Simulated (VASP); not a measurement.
# NiO (Pm-3m) in VASP: a series of runs

One crystal, NiO, is run at these levels: LDA+U; tasks: single point.

Program: VASP 6.6.1. These are calculated values, not measurements. Logs are shortened: lines on timing, memory, paths and dates and some standing lists are left out, and cuts for length are marked.

## 1. Starting point

It takes space group Pm-3m (No. 221, cubic). Conventional cell: a = 2.505 Å, b = 2.505 Å, c = 2.505 Å, α = 90.00°, β = 90.00°, γ = 90.00°. Ni (site symmetry m-3m) is surrounded by 8 O at 2.17 Å. Around O (site symmetry m-3m) lie 8 Ni at 2.17 Å.

Measurements of this composition are mostly on another form, of space group No. 225.

## 2. Single point, LDA+U, collinear spin, ferromagnetic start

Input file INCAR:

```
SYSTEM = NiO
ALGO     = Normal         ! electronic algorithm
EDIFF    = 1E-7           ! SCF threshold, eV
ENCUT    = 520            ! plane-wave cutoff, eV
ISIF     = 2              ! what is computed and relaxed
ISMEAR   = -1             ! smearing method
ISPIN    = 2              ! spin polarisation
LASPH    = .True.         ! aspherical terms in the spheres
LCHARG   = .False.        ! write CHGCAR
LDAU     = .True.         ! DFT+U
LDAUJ    = 0 0          
LDAUL    = 2 -1           ! shell
LDAUPRINT= 1            
LDAUTYPE = 2            
LDAUU    = 6 0            ! U, eV
LMAXMIX  = 4              ! l up to which the mixer works
LORBIT   = 11             ! projections on sites
LREAL    = .False.        ! projectors in reciprocal space
LWAVE    = .False.        ! write WAVECAR
MAGMOM   = 2.5 2.5 0 0    ! initial moments
NELM     = 150            ! most SCF steps
PREC     = Accurate       ! precision mode
SIGMA    = 0.05           ! smearing width, eV
```

Input file KPOINTS:

```
k-points
0
Gamma
  7 7 7
  0 0 0
```

Input file POSCAR:

```
NiO
1.0
    0.0000000000      2.5046153800      2.5046153800
    2.5046153800      0.0000000000      2.5046153800
    2.5046153800      2.5046153800      0.0000000000
Ni O
2 2
Direct
    0.0000000000      0.0000000000      0.0000000000
    0.5000000000      0.5000000000      0.5000000000
    0.2500000000      0.2500000000      0.2500000000
    0.7500000000      0.7500000000      0.7500000000
```

Potentials or basis: VASP PAW LDA potentials, release 64 (Ni, O).

Started as:

```sh
cat potpaw_LDA.64/Ni/POTCAR potpaw_LDA.64/O/POTCAR > POTCAR
mpirun -np 1 vasp_std > vasp.out
```

OUTCAR:

```text
SYSTEM = NiO
   EDIFF = 1E-7
   ENCUT = 520
   ISIF = 2
   ISMEAR = -1
   ISPIN = 2
   LASPH = .True.
   LORBIT = 11
   LREAL = .False.
   NELM = 150
   PREC = Accurate

 ion  position               nearest neighbor table
   1  0.000  0.000  0.000-   4 2.17   4 2.17   4 2.17   3 2.17   3 2.17   3 2.17   4 2.17   3 2.17
                             2 2.50   2 2.50   2 2.50   2 2.50   2 2.50   2 2.50
   2  0.500  0.500  0.500-   3 2.17   3 2.17   3 2.17   4 2.17   4 2.17   4 2.17   4 2.17   3 2.17
                             1 2.50   1 2.50   1 2.50   1 2.50   1 2.50   1 2.50
   3  0.250  0.250  0.250-   1 2.17   1 2.17   1 2.17   2 2.17   2 2.17   2 2.17   2 2.17   1 2.17

   4  0.750  0.750  0.750-   2 2.17   2 2.17   2 2.17   1 2.17   1 2.17   1 2.17   2 2.17   1 2.17

  LATTYP: Found a face centered cubic cell.
 ALAT       =     5.0092307600

  Lattice vectors:

 A1 = (   0.0000000000,   2.5046153800,   2.5046153800)
 A2 = (   2.5046153800,   0.0000000000,   2.5046153800)
 A3 = (   2.5046153800,   2.5046153800,   0.0000000000)

Analysis of symmetry for initial positions (statically):
=====================================================================
 Subroutine PRICEL returns following result:

  LATTYP: Found a simple cubic cell.
 ALAT       =     2.5046153800
[... 12 lines left out ...]
 Subroutine GETGRP returns: Found 48 space group operations
 (whereof 48 operations were pure point group operations)
 out of a pool of 48 trial point group operations.

The static configuration has the point symmetry O_h .

Analysis of symmetry for dynamics (positions and initial velocities):
=====================================================================
 Subroutine PRICEL returns following result:

  LATTYP: Found a simple cubic cell.
 ALAT       =     2.5046153800
[... 12 lines left out ...]
 Subroutine GETGRP returns: Found 48 space group operations
 (whereof 48 operations were pure point group operations)
 out of a pool of 48 trial point group operations.

The dynamic configuration has the point symmetry O_h .

Analysis of structural, dynamic, and magnetic symmetry:
=====================================================================
 Subroutine PRICEL returns following result:

  LATTYP: Found a simple cubic cell.
 ALAT       =     2.5046153800
[... 12 lines left out ...]
 Subroutine GETGRP returns: Found 48 space group operations
 (whereof 48 operations were pure point group operations)
 out of a pool of 48 trial point group operations.

The overall configuration has the point symmetry O_h .

 Subroutine INISYM returns: Found 48 space group operations
 (whereof 48 operations are pure point group operations),
 and found     2 'primitive' translations

----------------------------------------------------------------------------------------

                                     Primitive cell

  volume of cell :      15.7117

  direct lattice vectors                    reciprocal lattice vectors
    -2.504615380  0.000000000  0.000000000    -0.399262900  0.000000000  0.000000000
     0.000000000  0.000000000  2.504615380     0.000000000  0.000000000  0.399262900
     0.000000000  2.504615380  0.000000000     0.000000000  0.399262900  0.000000000

  length of vectors
     2.504615380  2.504615380  2.504615380     0.399262900  0.399262900  0.399262900

  position of ions in fractional coordinates (direct lattice)
     0.000000000  0.000000000  0.000000000
     0.500000000  0.500000000  0.500000000

  ion indices of the primitive-cell ions
   primitive index   ion index
                 1           1
                 2           3

----------------------------------------------------------------------------------------

 KPOINTS: k-points
[... 130 lines left out ...]
  o =  0.9686  v =  0.0000  0.0000  0.0000  0.0000  0.0000  0.0000  0.0000  0.0143  0.0000 -0.9999      0.0000  0.0000  0.0000  0.0000  0.0000  0.0000  0.0000  0.0000  0.0000  0.0000
  o =  0.9776  v =  0.0000  0.0000  1.0000 -0.0000 -0.0088  0.0000  0.0000  0.0000  0.0000  0.0000      0.0000  0.0000  0.0000  0.0000  0.0000  0.0000  0.0000  0.0000  0.0000  0.0000
  o =  0.9776  v =  0.0000 -0.0000  0.0088 -0.0000  1.0000  0.0000  0.0000  0.0000  0.0000  0.0000      0.0000  0.0000  0.0000  0.0000  0.0000  0.0000  0.0000  0.0000  0.0000  0.0000
  o =  1.0168  v =  0.0000  0.1406 -0.0000 -0.9901 -0.0000  0.0000  0.0000  0.0000  0.0000  0.0000      0.0000  0.0000  0.0000  0.0000  0.0000  0.0000  0.0000  0.0000  0.0000  0.0000
  o =  1.0168  v =  0.0000 -0.9901  0.0000 -0.1406 -0.0000  0.0000  0.0000  0.0000  0.0000  0.0000      0.0000  0.0000  0.0000  0.0000  0.0000  0.0000  0.0000  0.0000  0.0000  0.0000
  o =  1.0168  v =  1.0000  0.0000  0.0000  0.0000  0.0000  0.0000  0.0000  0.0000  0.0000  0.0000      0.0000  0.0000  0.0000  0.0000  0.0000  0.0000  0.0000  0.0000  0.0000  0.0000

atom =   2  type =  1  l = 2

 onsite density matrix

spin component  1

  1.0168  0.0000 -0.0000  0.0000  0.0000
  0.0000  1.0168  0.0000  0.0000  0.0000
 -0.0000  0.0000  0.9776 -0.0000 -0.0000
  0.0000  0.0000 -0.0000  1.0168 -0.0000
  0.0000  0.0000 -0.0000 -0.0000  0.9776

spin component  2

  0.5239  0.0000  0.0000  0.0000 -0.0000
  0.0000  0.5239 -0.0000  0.0000 -0.0000
  0.0000 -0.0000  0.9686  0.0000  0.0000
  0.0000  0.0000  0.0000  0.5239  0.0000
 -0.0000 -0.0000  0.0000  0.0000  0.9686

 occupancies and eigenvectors

  o =  0.5239  v =  0.0000  0.0000  0.0000  0.0000  0.0000  1.0000  0.0000  0.0000  0.0000  0.0000      0.0000  0.0000  0.0000  0.0000  0.0000  0.0000  0.0000  0.0000  0.0000  0.0000
  o =  0.5239  v =  0.0000  0.0000  0.0000  0.0000  0.0000  0.0000  0.9986  0.0000 -0.0534 -0.0000      0.0000  0.0000  0.0000  0.0000  0.0000  0.0000  0.0000  0.0000  0.0000  0.0000
  o =  0.5239  v =  0.0000  0.0000  0.0000  0.0000  0.0000  0.0000  0.0534  0.0000  0.9986 -0.0000      0.0000  0.0000  0.0000  0.0000  0.0000  0.0000  0.0000  0.0000  0.0000  0.0000
  o =  0.9686  v =  0.0000  0.0000  0.0000  0.0000  0.0000  0.0000  0.0000 -0.9983  0.0000 -0.0578      0.0000  0.0000  0.0000  0.0000  0.0000  0.0000  0.0000  0.0000  0.0000  0.0000
  o =  0.9686  v =  0.0000  0.0000  0.0000  0.0000  0.0000  0.0000 -0.0000  0.0578 -0.0000 -0.9983      0.0000  0.0000  0.0000  0.0000  0.0000  0.0000  0.0000  0.0000  0.0000  0.0000
  o =  0.9776  v =  0.0000 -0.0000  0.8648 -0.0000  0.5021  0.0000  0.0000  0.0000  0.0000  0.0000      0.0000  0.0000  0.0000  0.0000  0.0000  0.0000  0.0000  0.0000  0.0000  0.0000
  o =  0.9776  v =  0.0000  0.0000 -0.5021  0.0000  0.8648  0.0000  0.0000  0.0000  0.0000  0.0000      0.0000  0.0000  0.0000  0.0000  0.0000  0.0000  0.0000  0.0000  0.0000  0.0000
  o =  1.0168  v =  0.0000 -0.0803  0.0000  0.9968 -0.0000  0.0000  0.0000  0.0000  0.0000  0.0000      0.0000  0.0000  0.0000  0.0000  0.0000  0.0000  0.0000  0.0000  0.0000  0.0000
  o =  1.0168  v =  0.0000  0.9968  0.0000  0.0803 -0.0000  0.0000  0.0000  0.0000  0.0000  0.0000      0.0000  0.0000  0.0000  0.0000  0.0000  0.0000  0.0000  0.0000  0.0000  0.0000
  o =  1.0168  v =  1.0000  0.0000  0.0000  0.0000  0.0000  0.0000  0.0000  0.0000  0.0000  0.0000      0.0000  0.0000  0.0000  0.0000  0.0000  0.0000  0.0000  0.0000  0.0000  0.0000

 number of electron      31.9999991 magnetization       4.0004182

 Free energy of the ion-electron system (eV)
  ---------------------------------------------------
  ext. energy  EPLUGINS =         0.00000000
  ---------------------------------------------------
  free energy    TOTEN  =       -18.96974188 eV

  energy without entropy =      -18.93987753  energy(sigma->0) =      -18.95480970

 E-fermi :   9.0528     XC(G=0): -14.1519

 val. band max:        9.0470326764   @ k =  -0.2857   0.4286   0.1429
 cond. band min:       9.0565498531   @ k =  -0.2857   0.2857   0.0000
 fundamental gap:      0.0095171767
 Fermi energy:         9.0528489713

 spin component 1

 k-point     1 :       0.0000    0.0000    0.0000
  band No.  band energies     occupation
      1     -11.6597      1.00000
      2      -7.8485      1.00000
      3       0.0583      1.00000
      4       0.0583      1.00000
      5       0.0583      1.00000
      6       2.7864      1.00000
[... 509 lines left out ...]
     22      19.8215      0.00000
     23      22.8065      0.00000
 Fermi energy:         9.0528489713

 spin component 2

 k-point     1 :       0.0000    0.0000    0.0000
  band No.  band energies     occupation
      1     -10.9880      1.00000
      2      -6.9876      1.00000
      3       2.3942      1.00000
      4       2.3942      1.00000
      5       2.3942      1.00000
      6       3.7022      1.00000
[... 509 lines left out ...]
     22      20.4809      0.00000
     23      23.3790      0.00000

------------------------ aborting loop because EDIFF is reached ----------------------------------------

  FORCE on cell =-STRESS in cart. coord.  units (eV):
  Direction    XX          YY          ZZ          XY          YZ          ZX
  --------------------------------------------------------------------------------------
  -------------------------------------------------------------------------------------
  Total       -0.3586624     -0.3586624     -0.3586624     -0.0000000      0.0000000     -0.0000000
  in kB      -18.2870362    -18.2870362    -18.2870362     -0.0000000      0.0000000     -0.0000000
  external PRESSURE =     -18.2870362 kB  Pullay stress =       0.0000000 kB

 VOLUME and BASIS-vectors are now :
 -----------------------------------------------------------------------------
  energy-cutoff  :      520.00
  volume of cell :       31.42
      direct lattice vectors                 reciprocal lattice vectors
     0.000000000  2.504615380  2.504615380    -0.199631450  0.199631450  0.199631450
     2.504615380  0.000000000  2.504615380     0.199631450 -0.199631450  0.199631450
     2.504615380  2.504615380  0.000000000     0.199631450  0.199631450 -0.199631450

 POSITION                                       TOTAL-FORCE (eV/Angst)
 -----------------------------------------------------------------------------------
      0.00000      0.00000      0.00000         0.000000     -0.000000      0.000000
      2.50462      2.50462      2.50462        -0.000000      0.000000     -0.000000
      1.25231      1.25231      1.25231         0.000000     -0.000000      0.000000
      3.75692      3.75692      3.75692        -0.000000      0.000000      0.000000
 -----------------------------------------------------------------------------------
    total drift:                                0.000000      0.000000      0.000000

  FREE ENERGIE OF THE ION-ELECTRON SYSTEM (eV)
  ---------------------------------------------------
  free  energy   TOTEN  =       -18.9697418751 eV

  energy  without entropy=      -18.9398775281  energy(sigma->0) =      -18.95480970

 total charge

# of ion       s       p       d       tot
------------------------------------------
    1        0.339   0.437   8.481   9.257
    2        0.339   0.437   8.481   9.257
    3        1.572   3.353   0.000   4.925
    4        1.572   3.353   0.000   4.925
--------------------------------------------------
tot          3.823   7.581  16.962  28.365

 magnetization (x)

# of ion       s       p       d       tot
------------------------------------------
    1       -0.004   0.006   1.496   1.497
    2       -0.004   0.006   1.496   1.497
    3        0.014   0.458   0.000   0.472
    4        0.014   0.458   0.000   0.472
--------------------------------------------------
tot          0.019   0.928   2.991   3.938
```

It took 44 s on 1 thread of Intel Xeon Platinum 8375C at 2.90GHz (Ice Lake), shared host; peak memory 0.16 GiB.

Results:

```yaml
Free_energy: -18.9697 eV
Pressure: -1.8 GPa
Band_gap_on_the_k_mesh: none (metal or under the smearing width)
Net_moment: 4.00 μB per cell
Site_moments: Ni +1.50; O +0.47 μB
Valence_electrons_inside_the_program's_atomic_spheres: Ni 9.26; O 4.92
```

Eigenvalues of the final occupation matrices:
| site | spin | trace | eigenvalues |
| --- | --- | --- | --- |
| site 1 d | 1 | 5.01 | 0.98 0.98 1.02 1.02 1.02 |
| site 1 d | 2 | 3.51 | 0.52 0.52 0.52 0.97 0.97 |
| site 2 d | 1 | 5.01 | 0.98 0.98 1.02 1.02 1.02 |
| site 2 d | 2 | 3.51 | 0.52 0.52 0.52 0.97 0.97 |

The state reached can hang on the start; a lower one may exist.

## 3. Single point, LDA+U, collinear spin, antiferromagnetic start

INCAR, as its differences from that of step 2:

```diff
@@ -19,3 +19,3 @@
 LWAVE    = .False.        ! write WAVECAR
-MAGMOM   = 2.5 2.5 0 0    ! initial moments
+MAGMOM   = 2.5 -2.5 0 0   ! initial moments
 NELM     = 150            ! most SCF steps
```

KPOINTS is that of step 2.

POSCAR is that of step 2.

Potentials or basis: VASP PAW LDA potentials, release 64 (Ni, O).

Started as:

```sh
cat potpaw_LDA.64/Ni/POTCAR potpaw_LDA.64/O/POTCAR > POTCAR
mpirun -np 1 vasp_std > vasp.out
```

Wall time 34 s (1 thread of Intel Xeon Platinum 8375C at 2.90GHz (Ice Lake), shared host); peak memory 0.15 GiB.

Results (log left out):

```
Free energy                                           : -19.0133 eV
Pressure                                              : -4.2 GPa
Band gap on the k mesh                                : none (metal or under the smearing width)
Net moment                                            : 0.00 μB per cell
Site moments                                          : Ni +1.36, -1.36; O +0.00 μB
Valence electrons inside the program's atomic spheres : Ni 9.28; O 4.91
```

Levels at points of the mesh, in eV from the Fermi level:
Spin up:
| k point | band 13 | band 14 | band 15 | band 16 | band 17 | band 18 | band 19 | band 20 |
| --- | --- | --- | --- | --- | --- | --- | --- | --- |
| (0.00, 0.00, 0.00) | -2.77 | -2.76 | -2.76 | 0.92 | 0.92 | 0.92 | 2.04 | 7.33 |
Spin down:
```
           k point  band 13  band 14  band 15  band 16  band 17  band 18  band 19  band 20
(0.00, 0.00, 0.00)    -2.77    -2.76    -2.76     0.92     0.92     0.92     2.04     7.33
```

Eigenvalues of the final occupation matrices:
```
    site  spin  trace               eigenvalues
site 1 d     1   4.95  0.98 0.98 1.00 1.00 1.00
site 1 d     2   3.59  0.55 0.55 0.55 0.97 0.97
site 2 d     1   3.59  0.55 0.55 0.55 0.97 0.97
site 2 d     2   4.95  0.98 0.98 1.00 1.00 1.00
```

The state reached can hang on the start; a lower one may exist.

## 4. Single point, LDA+U, collinear spin, ferromagnetic start

INCAR, as its differences from that of step 3:

```diff
@@ -19,3 +19,3 @@
 LWAVE    = .False.        ! write WAVECAR
-MAGMOM   = 2.5 -2.5 0 0   ! initial moments
+MAGMOM   = 1 1 0 0        ! initial moments
 NELM     = 150            ! most SCF steps
```

KPOINTS is that of step 3.

POSCAR is that of step 3.

Started as:

```sh
cat potpaw_LDA.64/Ni/POTCAR potpaw_LDA.64/O/POTCAR > POTCAR
mpirun -np 1 vasp_std > vasp.out
```

Run time: 37 s. Hardware: 1 thread of Intel Xeon Platinum 8375C at 2.90GHz (Ice Lake), shared host; peak memory 0.15 GiB.

The run converged. Its results:

* Free energy: -18.9697 eV
* Pressure: -1.9 GPa
* Band gap on the k mesh: none (metal or under the smearing width)
* Net moment: 4.00 μB per cell
* Site moments: Ni +1.50; O +0.47 μB
* Valence electrons inside the program's atomic spheres: Ni 9.26; O 4.92

Levels at points of the mesh, in eV from the Fermi level:
Spin up:
| k point | band 14 | band 15 | band 16 | band 17 | band 18 | band 19 | band 20 | band 21 |
| --- | --- | --- | --- | --- | --- | --- | --- | --- |
| (0.00, 0.00, 0.00) | -2.65 | -2.65 | -1.17 | -1.17 | -1.17 | 2.15 | 7.51 | 7.51 |
Spin down:
```tsv
k point	band 11	band 12	band 13	band 14	band 15	band 16	band 17	band 18
(0.00, 0.00, 0.00)	-1.83	-1.83	0.09	0.09	0.09	2.13	2.13	2.13
```

Eigenvalues of the final occupation matrices:
```tsv
site	spin	trace	eigenvalues
site 1 d	1	5.01	0.98 0.98 1.02 1.02 1.02
site 1 d	2	3.51	0.52 0.52 0.52 0.97 0.97
site 2 d	1	5.01	0.98 0.98 1.02 1.02 1.02
site 2 d	2	3.51	0.52 0.52 0.52 0.97 0.97
```
